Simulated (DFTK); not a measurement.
Zr under changes of volume

One of the cells (23.281 Å³/atom); the others are scaled copies at fixed shape and fractional positions:

```
Zr
1.0
     3.23200    0.00000    0.00000
    -1.61600    2.79899    0.00000
     0.00000    0.00000    5.14700
Zr
2
Direct
  0.66667 0.33333 0.75000
  0.33333 0.66667 0.25000
```

* Program: DFTK 0.8.2
* Functional: PBEsol
* Potentials or basis: dojo.nc.sr.pbesol.v0_4_1.standard.upf (PBEsol)
* Cutoff: 898 eV
* k mesh: 9 × 9 × 5
* Occupations: fermi-dirac, width 0.05 eV
* Spin: no spin polarisation

```tsv
volume (Å³/atom)	energy over the lowest point (meV/atom)	pressure (GPa)
21.884	5.25	2.9
22.350	0.00	0.7
22.815	0.87	-1.3
23.281	7.36	-3.2
23.746	19.01	-4.9
24.212	35.43	-6.5
24.678	?	?
```

Question: What does the run at 24.678 Å³/atom give?

Answer: Energy over the lowest point 56.22 meV/atom; pressure -7.9 GPa.

Worked out: A Birch-Murnaghan fit of order 3 (a polynomial in V^(-2/3)) to the other rows has its minimum at 22.51 Å³/atom with B0 = V·E''(V) = 99 GPa and B' = 3.1 at fixed shape and positions, which overstates the stiffness. It gives 56.23 meV/atom at 24.678 Å³/atom, against the run's 56.22, and -dE/dV = -7.9 GPa, against -7.9.

Energies are extrapolated to zero smearing.
